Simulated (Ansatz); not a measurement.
Tl:

```xyz
2
Lattice="3.4560 0.0000 0.0000 -1.7280 2.9930 0.0000 0.0000 0.0000 5.5250" Properties=species:S:1:pos:R:3 pbc="T T T"
Tl    1.7280    0.9977    4.1438
Tl    0.0000    1.9953    1.3813
```

```yaml
Program: Ansatz 0.2.0
Task: relaxation of cell and atoms
Functional: LDA
Potentials_or_basis: all-electron LAPW, scalar-relativistic
Basis_error_allowed: 0.001 eV/atom
k_mesh: 9 × 9 × 5
Occupations: fermi-dirac, width 0.05 eV
Spin: no spin polarisation
```

At the start: volume 28.57 Å³/atom.

**Question.** How do energy, volume and symmetry change on relaxing?

**Answer.** Over 6 steps the energy falls by 10.6 meV/atom and the volume is 27.33 Å³/atom (-4.3 %); space group P6_3/mmc (No. 194, to 0.05 Å).

The path:
```
step  energy change (eV)  largest force (eV/Å)  volume (Å³)
   1              0.0000                0.0000        57.15
   2             -0.0152                0.0000        55.02
   3             -0.0190                0.0000        54.42
   4             -0.0207                0.0000        54.31
   5             -0.0211                0.0000        54.67
   6             -0.0212                0.0000        54.67
```

Final structure:
```
Tl
1.0
     3.34388    0.00000    0.00000
    -1.67194    2.89588    0.00000
     0.00000    0.00000    5.64531
Tl
2
Direct
  0.66667 0.33333 0.75000
  0.33333 0.66667 0.25000
```

The cell as given is a measured one (28.57 Å³/atom); LDA puts the equilibrium volume -4.3 % from it, thermal expansion not counted.
